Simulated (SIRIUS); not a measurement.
# NiO (Fm-3m) in SIRIUS: notebook

One crystal, NiO, is run at these levels: PBE; tasks: single point.

All numbers are computed with SIRIUS 7.10.0; they aren't measurements. Logs are shortened: lines on timing, memory, paths and dates and some standing lists are left out, and cuts for length are marked. The log counts tension as positive stress, the text compression.

## Step 1: Starting point

It takes space group Fm-3m (No. 225, cubic). Conventional cell: a = 4.172 Å, b = 4.172 Å, c = 4.172 Å, α = 90.00°, β = 90.00°, γ = 90.00°. Ni (site symmetry m-3m) is surrounded by 6 O at 2.09 Å. Around O (site symmetry m-3m) lie 6 Ni at 2.09 Å.

## Step 2: Single point, PBE, collinear spin, ferromagnetic start

sirius.json reads:

```json
{
  "control": {
    "processing_unit": "cpu",
    "verbosity": 2,
    "num_bands_to_print": 20,
    "print_forces": true,
    "print_stress": true
  },
  "parameters": {
    "electronic_structure_method": "pseudopotential",
    "xc_functionals": ["XC_GGA_X_PBE", "XC_GGA_C_PBE"],
    "gk_cutoff": 10.2,
    "pw_cutoff": 20.4,
    "ngridk": [9, 9, 9],
    "shiftk": [0, 0, 0],
    "smearing": "fermi_dirac",
    "smearing_width": 0.0018374661,
    "num_bands": 20,
    "num_mag_dims": 1,
    "num_dft_iter": 100,
    "energy_tol": 1e-08,
    "density_tol": 1e-06
  },
  "iterative_solver": {
    "type": "davidson",
    "min_tolerance": 1e-09,
    "tolerance_scale": [0.1, 0.25]
  },
  "mixer": {
    "type": "anderson",
    "beta": 0.5,
    "max_history": 8
  },
  "settings": {
    "tol_ne": 1e-10,
    "pseudo_grid_cutoff": 6.5,
    "smooth_initial_mag": true
  },
  "unit_cell": {
    "lattice_vectors": [
      [0.0, 0.707106781187, 0.707106781187],
      [0.707106781187, 0.0, 0.707106781187],
      [0.707106781187, 0.707106781187, 0.0]
    ],
    "lattice_vectors_scale": 5.5745227313,
    "atom_coordinate_units": "lattice",
    "atom_types": ["Ni", "O"],
    "atom_files": {
      "O": "O.json",
      "Ni": "Ni.json"
    },
    "atoms": {
      "Ni": [
        [0.0, 0.0, 0.0, 0.0, 0.0, 1.0]
      ],
      "O": [
        [0.5, 0.5, 0.5, 0.0, 0.0, 0.0]
      ]
    }
  }
}
```

Potentials or basis: in-house norm-conserving set, PBE (scalar relativistic).

Command:

```console
upf_to_json O.upf
upf_to_json Ni.upf
OMP_NUM_THREADS=1 sirius.scf --input=sirius.json --output=out.json --task=0
```

Standard output:

```text
[... set-up lines left out ...]
[find] | SCF iteration   1 out of 100|
[find] +------------------------------+
[diagonalize] iterative solver tolerance (occupied, empty): 0.0025 0.0025
[diagonalize] average number of iterations: 3.37143
[... band energies of this cycle ...]
[find] Charges and magnetic moments
[find] --------------------------------------------------------------------------------
[find] atom                moment                |moment|
[find] --------------------------------------------------------------------------------
[find]    0 [  0.00000,   0.00000,   0.65443]    0.654428
[find]    1 [  0.00000,   0.00000,   0.07054]    0.070543
[find] total charge          : 24.000000
[find] total moment          : [  0.00000,   0.00000,   0.76508], magnitude : 0.765076
[find] Energy
[find] --------------------------------------------------------------------------------
[find] valence_eval_sum               :     -11.78915465
[find] <rho|V^{XC}>                   :     -27.44104513
[find] <rho|E^{XC}>                   :     -26.53416928
[find] <mag|B^{XC}>                   :      -0.01378195
[find] <rho|V^{H}>                    :     114.98177920
[find] one-electron contribution      :     -99.31610677 (Ha),    -198.63221354 (Ry)
[find] hartree contribution           :      57.49088960
[find] xc contribution                :     -26.53416928
[find] ewald contribution             :    -119.61165375
[find] PAW contribution               :       0.00000000
[find] smearing (-TS)                 :      -0.00057994
[find] SCF correction                 :       0.61682981
[find] Total energy                   :    -187.35421039 (Ha),    -374.70842078 (Ry)
[find] Free energy (E-TS)             :    -187.35479033 (Ha),    -374.70958065 (Ry)
[find] band gap (eV)                  :       0.00000000
[find] Efermi                         :       0.53122076
[find] iteration : 1, RMS : 3.245608964584e-02, energy difference : -6.144260727353e-03
[find] Hartree energy of density residual : 4.630433379130e-03
[find] | SCF iteration   2 out of 100|
[diagonalize] iterative solver tolerance (occupied, empty): 0.000625 0.000625
[diagonalize] average number of iterations: 4.82857
[... levels, occupations and energy terms ...]
[find] Total energy                   :    -187.35057029 (Ha),    -374.70114057 (Ry)
[find] Free energy (E-TS)             :    -187.35139814 (Ha),    -374.70279628 (Ry)
[find] band gap (eV)                  :       0.00000000
[find] Efermi                         :       0.56780072
[find] iteration : 2, RMS : 3.426450323930e-02, energy difference : 3.640105071838e-03
[find] Hartree energy of density residual : 1.172178510481e-01
[find] | SCF iteration   3 out of 100|
[diagonalize] iterative solver tolerance (occupied, empty): 0.00015625 0.00015625
[diagonalize] average number of iterations: 4.68571
[find] Total energy                   :    -187.37837634 (Ha),    -374.75675269 (Ry)
[find] Free energy (E-TS)             :    -187.37889512 (Ha),    -374.75779024 (Ry)
[find] band gap (eV)                  :       0.00000000
[find] Efermi                         :       0.52518674
[find] iteration : 3, RMS : 6.934227484950e-03, energy difference : -2.780605938088e-02
[find] Hartree energy of density residual : 6.282605446998e-04
[find] | SCF iteration   4 out of 100|
[diagonalize] iterative solver tolerance (occupied, empty): 3.90625e-05 3.90625e-05
[... 127 lines left out ...]
[find] Total energy                   :    -187.37624031 (Ha),    -374.75248061 (Ry)
[find] Free energy (E-TS)             :    -187.37679798 (Ha),    -374.75359596 (Ry)
[find] band gap (eV)                  :       0.00000000
[find] Efermi                         :       0.53191741
[find] iteration : 18, RMS : 3.096979569842e-06, energy difference : -4.112479246032e-09
[find] Hartree energy of density residual : 3.685059203988e-10
[find] | SCF iteration  19 out of 100|
[diagonalize] iterative solver tolerance (occupied, empty): 1e-09 1e-09
[diagonalize] average number of iterations: 2.08571
[find] Total energy                   :    -187.37624030 (Ha),    -374.75248061 (Ry)
[find] Free energy (E-TS)             :    -187.37679798 (Ha),    -374.75359596 (Ry)
[find] band gap (eV)                  :       0.00000000
[find] Efermi                         :       0.53191571
[find] iteration : 19, RMS : 1.792410170362e-06, energy difference : 1.801453208827e-09
[... 21 lines left out ...]
[diagonalize]            -3.253255   -1.798916   -1.798655   -1.798326   -0.165617    0.276508    0.309306    0.335212    0.486348    0.495250    0.507541    0.520395    0.549492    0.864436    0.870308    0.938287    1.079456    1.313425    1.388112    1.617814
[diagonalize] ik:   31   -3.253269   -1.798889   -1.798590   -1.798255   -0.169813    0.270548    0.322524    0.335009    0.486573    0.495201    0.507941    0.514008    0.562719    0.825208    0.911505    0.937392    1.090246    1.317826    1.389407    1.563558
[diagonalize]            -3.253267   -1.798886   -1.798588   -1.798252   -0.169812    0.270549    0.322525    0.335010    0.486574    0.495203    0.507943    0.514011    0.562722    0.825208    0.911506    0.937392    1.090247    1.317826    1.389408    1.563558
[diagonalize] ik:   32   -3.253252   -1.799014   -1.798518   -1.798439   -0.167475    0.279150    0.346317    0.347012    0.455381    0.499717    0.507260    0.507452    0.520814    0.797136    0.918301    0.965185    1.107897    1.201239    1.537970    1.618565
[diagonalize]            -3.253250   -1.799011   -1.798516   -1.798437   -0.167474    0.279150    0.346318    0.347013    0.455382    0.499720    0.507262    0.507453    0.520817    0.797136    0.918302    0.965186    1.107897    1.201239    1.537970    1.618565
[diagonalize] ik:   33   -3.253250   -1.798927   -1.798667   -1.798418   -0.164985    0.289982    0.312909    0.339792    0.472069    0.501755    0.507636    0.508543    0.530004    0.828752    0.919949    0.932101    1.081692    1.250831    1.457834    1.635351
[diagonalize]            -3.253247   -1.798925   -1.798665   -1.798416   -0.164984    0.289983    0.312910    0.339793    0.472070    0.501757    0.507637    0.508546    0.530007    0.828752    0.919949    0.932101    1.081692    1.250831    1.457834    1.635351
[diagonalize] ik:   34   -3.253251   -1.798855   -1.798709   -1.798428   -0.164716    0.291349    0.313470    0.326544    0.486030    0.494412    0.507463    0.508047    0.537046    0.850625    0.912763    0.932323    1.049359    1.315602    1.382892    1.653731
[diagonalize]            -3.253249   -1.798853   -1.798707   -1.798426   -0.164715    0.291350    0.313471    0.326546    0.486031    0.494413    0.507464    0.508050    0.537049    0.850625    0.912763    0.932323    1.049359    1.315602    1.382893    1.653732
[find] Charges and magnetic moments
[find] --------------------------------------------------------------------------------
[find] atom                moment                |moment|
[find] --------------------------------------------------------------------------------
[find]    0 [  0.00000,   0.00000,  -0.00001]    0.000006
[find]    1 [  0.00000,   0.00000,  -0.00000]    0.000001
[find] total charge          : 24.000000
[... 6 lines left out ...]
[find] <mag|B^{XC}>                   :      -0.00000000
[find] <rho|V^{H}>                    :     113.86742321
[find] one-electron contribution      :     -98.18971604 (Ha),    -196.37943209 (Ry)
[find] hartree contribution           :      56.93371160
[find] xc contribution                :     -26.50858778
[find] ewald contribution             :    -119.61165375
[find] PAW contribution               :       0.00000000
[find] smearing (-TS)                 :      -0.00055768
[find] SCF correction                 :       0.00000567
[find] Total energy                   :    -187.37624030 (Ha),    -374.75248061 (Ry)
[find] Free energy (E-TS)             :    -187.37679798 (Ha),    -374.75359596 (Ry)
[find] band gap (eV)                  :       0.00000000
[find] Efermi                         :       0.53191446
[find] iteration : 20, RMS : 4.621697362313e-07, energy difference : 1.483215328335e-09
[find] Hartree energy of density residual : 6.693561128569e-13
[find] bands are converged : true
[find] iterative solver converged : true
[find] converged after 21 SCF iterations!
[find] Charges and magnetic moments
[find] --------------------------------------------------------------------------------
[find] atom                moment                |moment|
[find] --------------------------------------------------------------------------------
[find]    0 [  0.00000,   0.00000,  -0.00001]    0.000006
[find]    1 [  0.00000,   0.00000,  -0.00000]    0.000001
[find] total charge          : 24.000000
[find] total moment          : [  0.00000,   0.00000,  -0.00001], magnitude : 0.000007
[find] Energy
[find] --------------------------------------------------------------------------------
[find] valence_eval_sum               :     -11.74364653
[find] <rho|V^{XC}>                   :     -27.42135369
[find] <rho|E^{XC}>                   :     -26.50858778
[find] <mag|B^{XC}>                   :      -0.00000000
[find] <rho|V^{H}>                    :     113.86742321
[find] one-electron contribution      :     -98.18971604 (Ha),    -196.37943209 (Ry)
[find] hartree contribution           :      56.93371160
[find] xc contribution                :     -26.50858778
[find] ewald contribution             :    -119.61165375
[find] PAW contribution               :       0.00000000
[find] smearing (-TS)                 :      -0.00055768
[find] SCF correction                 :       0.00000567
[find] Total energy                   :    -187.37624030 (Ha),    -374.75248061 (Ry)
[find] Free energy (E-TS)             :    -187.37679798 (Ha),    -374.75359596 (Ry)
[find] band gap (eV)                  :       0.00000000
[find] Efermi                         :       0.53191446
[ground_state] === stress tensor components [kbar] ===
[ground_state] === stress_kin ===
[ground_state] -153526.562500   -0.000000   -0.000000
[ground_state]    -0.000000-153526.562500    0.000000
[ground_state]    -0.000000    0.000000-153526.562500
[ground_state] === stress_har ===
[ground_state] -45582.461489   -0.000000   -0.000000
[ground_state]    -0.000000-45582.461489    0.000000
[ground_state]    -0.000000    0.000000-45582.461489
[ground_state] === stress_ewald ===
[ground_state] 95763.888341    0.000000   -0.000000
[ground_state]     0.00000095763.888341   -0.000000
[ground_state]    -0.000000   -0.00000095763.888341
[ground_state] === stress_vloc ===
[ground_state]  1794.800422    0.000000    0.000000
[ground_state]     0.000000 1794.800422   -0.000000
[ground_state]     0.000000   -0.000000 1794.800422
[ground_state] === stress_xc ===
[ground_state]  3028.688945    0.000000   -0.000000
[ground_state]     0.000000 3028.688945   -0.000000
[ground_state]    -0.000000   -0.000000 3028.688945
[ground_state] === stress_core ===
[ground_state] 15802.402965    0.000000    0.000000
[ground_state]     0.00000015802.402965   -0.000000
[ground_state]     0.000000   -0.00000015802.402965
[ground_state] === stress_nonloc ===
[ground_state] 82740.846652    0.000000    0.000000
[ground_state]     0.00000082740.846652   -0.000000
[ground_state]     0.000000   -0.00000082740.846652
[ground_state] === stress_us_nl ===
[ground_state] 82740.846652    0.000000    0.000000
[ground_state]     0.00000082740.846652   -0.000000
[ground_state]     0.000000   -0.00000082740.846652
[ground_state] === stress_total ===
[ground_state]    21.603336   -0.000000   -0.000000
[ground_state]    -0.000000   21.603336    0.000000
[ground_state]    -0.000000    0.000000   21.603336
[ground_state] ==== total Forces in Ha/bohr =====
[ground_state] atom:    0, force:       0.0000000      0.0000000      0.0000000
[... 14 lines left out ...]
[ground_state] atom:    0, force:       0.0000000      0.0000000      0.0000000
[ground_state] atom:    1, force:       0.0000000      0.0000000      0.0000000
[~DFT_ground_state] local op. applied: 97945
[~DFT_ground_state] evp. work count: 25043.1
[~DFT_ground_state] number of iterative solver steps: 6326
```

Run time: 2.6 min. Hardware: 1 thread of Arm Neoverse V2, shared host; peak memory 0.37 GiB.

What came out:

| Item | Value |
| --- | --- |
| Free energy | -5098.7824 eV |
| Pressure | -2.2 GPa |
| Band gap on the k mesh | none (metal or under the smearing width) |

Caveat: the starting moments collapsed, and a magnetic state may lie lower; semilocal functionals often make such compounds metallic where correlation or magnetic order opens a gap, which also shifts bond lengths.

(Part 1 of 2 ends here.)
